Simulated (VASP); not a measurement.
Input of a VASP 6.6.1 run:

POSCAR

```
P
1.0
    1.6477431241     -5.4650377251      0.0000000000
    1.6477431241      5.4650377251      0.0000000000
    0.0000000000      0.0000000000      4.5436355900
P
4
Direct
    0.9041431300      0.0958568700      0.5888151700
    0.0958568700      0.9041431300      0.4111848300
    0.5958568700      0.4041431300      0.0888151700
    0.4041431300      0.5958568700      0.9111848300
```

File INCAR.step1:

```
SYSTEM = P
PREC = Accurate ; ENCUT = 520
EDIFF = 1E-5 ; ISMEAR = 0
SIGMA = 0.02 ; LREAL = .FALSE.
LASPH = .TRUE. ; NELM = 100
ALGO = Normal ; ISIF = 2
LWAVE = .TRUE. ; LCHARG = .FALSE.
NBANDS = 18 ; GGA = PE
KPAR = 4
```

File INCAR.step2:

```
SYSTEM = P
PREC = Accurate ; ENCUT = 520
EDIFF = 1E-6 ; ISMEAR = 0
SIGMA = 0.02 ; LREAL = .FALSE.
LASPH = .TRUE. ; NELM = 100
ALGO = Normal ; ISIF = 2
LWAVE = .FALSE. ; LCHARG = .FALSE.
GGA = PE ; LHFCALC = .TRUE.
HFSCREEN = 0.3 ; PRECFOCK = Fast
NBANDS = 18 ; ISTART = 1
KPAR = 4
```

Contents of KPOINTS:

```
regular mesh
0
G
  6 6 4
  0 0 0
```

Contents of KPOINTS_OPT:

```
path GXSRAZGYX1A1TY,ZT
10
line-mode
reciprocal
 0.0000000000  0.0000000000  0.0000000000  G
 0.2727265073  0.2727265073  0.0000000000  X

 0.2727265073  0.2727265073  0.0000000000  X
 0.0000000000  0.5000000000  0.0000000000  S

 0.0000000000  0.5000000000  0.0000000000  S
 0.0000000000  0.5000000000  0.5000000000  R

 0.0000000000  0.5000000000  0.5000000000  R
 0.2727265073  0.2727265073  0.5000000000  A

 0.2727265073  0.2727265073  0.5000000000  A
 0.0000000000  0.0000000000  0.5000000000  Z

 0.0000000000  0.0000000000  0.5000000000  Z
 0.0000000000  0.0000000000  0.0000000000  G

 0.0000000000  0.0000000000  0.0000000000  G
-0.5000000000  0.5000000000  0.0000000000  Y

-0.5000000000  0.5000000000  0.0000000000  Y
-0.2727265073  0.7272734927  0.0000000000  X1

-0.2727265073  0.7272734927  0.0000000000  X1
-0.2727265073  0.7272734927  0.5000000000  A1

-0.2727265073  0.7272734927  0.5000000000  A1
-0.5000000000  0.5000000000  0.5000000000  T

-0.5000000000  0.5000000000  0.5000000000  T
-0.5000000000  0.5000000000  0.0000000000  Y

 0.0000000000  0.0000000000  0.5000000000  Z
-0.5000000000  0.5000000000  0.5000000000  T
```

Potentials or basis: VASP PAW PBE potentials, release 64 (P).

Launch:

```bash
$ cat potpaw_PBE.64/P/POTCAR > POTCAR
$ cp INCAR.step1 INCAR
$ mpirun -np 4 vasp_std > vasp.out
$ cp INCAR.step2 INCAR
$ mpirun -np 4 vasp_std > vasp.out
```

Estimate the band gap on the k mesh.

0.54 eV, direct.

What does it give for the largest force?

0.149 eV/Å.

Forces in eV/Å, atoms in the order of the input:
```
P    0.000 -0.132 -0.069
P    0.000  0.132  0.069
P    0.000  0.132 -0.069
P    0.000 -0.132  0.069
```

Caveat: the PAW data sets were made with another functional, which shifts forces and pressure a little.
